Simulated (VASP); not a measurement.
The system is CdIn2O4.

```xyz
14
Lattice="0.0000 4.6029 4.6029 4.6029 0.0000 4.6029 4.6029 4.6029 0.0000" Properties=species:S:1:pos:R:3 pbc="T T T"
Cd    0.0000    0.0000    0.0000
Cd    2.3015    2.3015    2.3015
In    5.7537    5.7537    5.7537
In    5.7537    3.4522    3.4522
In    3.4522    3.4522    5.7537
In    3.4522    5.7537    3.4522
O     7.9362    7.9362    7.9362
O     3.5711    5.6348    5.6348
O     5.8725    5.8725    7.9362
O     5.6348    3.5711    5.6348
O     7.9362    5.8725    5.8725
O     3.5711    3.5711    3.5711
O     5.8725    7.9362    5.8725
O     5.6348    5.6348    3.5711
```

Base run:

| Property | Result |
| --- | --- |
| Program | VASP 6.6.1 |
| Functional | TB-mBJ |
| Potentials or basis | VASP PAW PBE potentials, release 64 (Cd, In_d, O) |
| Cutoff | 520 eV |
| k mesh | 6 × 6 × 6 |
| Occupations | gaussian, width 0.03 eV |
| Spin | no spin polarisation |

Its results: band gap on the k mesh 3.07 eV, indirect (least direct gap 3.10 eV).

Task: The run is repeated on the same cell with these changes: functional from TB-mBJ to PBE; further incar settings from ALGO = Normal; EDIFF = 1e-06 to ALGO = Normal; EDIFF = 1e-06; NBANDS = 86. What comes out?

Result: Band gap on the k mesh 1.05 eV, indirect (least direct gap 1.12 eV).

Caveats: spin-orbit coupling is left out, which moves the levels of the heavy elements.
